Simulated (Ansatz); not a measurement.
Here is an Ansatz 0.2.0 calculation.

Contents of input.yaml:

```yaml
crystal:
  lattice:
    - [2.4873648738, 0.0, 0.0]
    - [-1.2436824369, 2.1541211692, 0.0]
    - [0.0, 0.0, 4.0632895034]
  atoms:
    - { symbol: Co, position: [0.3333333333, 0.6666666667, 0.740139], spin: 2.0 }
    - { symbol: Co, position: [0.6666666667, 0.3333333333, 0.259861], spin: 2.0 }
hamiltonian:
  xc: revpbe
  pseudopotentials: { kind: paw }
  dispersion: d4
magnetization:
  spin_polarized: true
kpoints:
  mp_grid: { grid: [12, 12, 7] }
scf:
  occupations: { method: fermi_dirac, width: 0.05 }
output:
  forces: true
  stress: true
  eigenvalues: true
relax:
  f_tol: 0.01
  max_steps: 40
  cell: { stress_tol: 0.05 }
```

Potentials or basis: Ansatz PAW.

The run is started by

```bash
$ ansatz run input.yaml --threads 2 --pin off --max-ram 5632MiB --backend cpu --events-out ev --progress --plain --runs-dir out
```

Estimate the relaxed volume.

10.55 Å³/atom.

Predict the space group after relaxing (to 0.05 Å).

P6_3/mmc (No. 194).

Predict the site moments.

Co +1.69 μB.

What does it give for the band gap on the k mesh?

None (metal or under the smearing width).

Step by step:
| step | energy change (eV) | largest force (eV/Å) | volume (Å³) |
| --- | --- | --- | --- |
| 1 | 0.0000 | 0.5128 | 21.77 |
| 2 | -0.0218 | 0.3824 | 21.41 |
| 3 | -0.0354 | 0.0096 | 21.03 |
| 4 | -0.0358 | 0.0001 | 21.11 |
| 5 | -0.0351 | 0.0001 | 21.11 |
| 6 | -0.0351 | 0.0000 | 21.11 |
| 7 | -0.0351 | 0.0000 | 21.11 |

Caveat: the plane-wave basis is chosen anew once the cell has moved, so the energies of steps on either side of that aren't comparable; pairwise dispersion overbinds metals, which lowers pressure and volume; the PAW data sets come from PBE, with cores solved anew for the run's functional, which leaves a small shift of forces and pressure.
